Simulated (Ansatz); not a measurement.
Cs in several cubic structure types, each at its own equilibrium volume.

All numbers below come from Ansatz, PBE, plane waves, PAW datasets (generated soft set 1).

Settings: cutoff 420 eV; no spin polarisation; Fermi–Dirac smearing of 0.0612 eV; k-meshes 25³ (bcc), 17³ (diamond).

Question: Rank the structures by energy per atom, lowest first.
A. diamond
B. bcc

Answer: B (0.0 meV/atom), A (254 meV/atom).

Question: Give the equilibrium volume and bulk modulus of each.

Answer: 
```
structure  V₀ (Å³/atom)  B₀ (GPa)
      bcc        116.80       2.0
  diamond        188.68       0.7
```

Only these cubic types are compared here; the real ground state can be another structure or magnetic.

Model structures, not the usual forms at ambient conditions (metastable or hypothetical): Cs (diamond type).
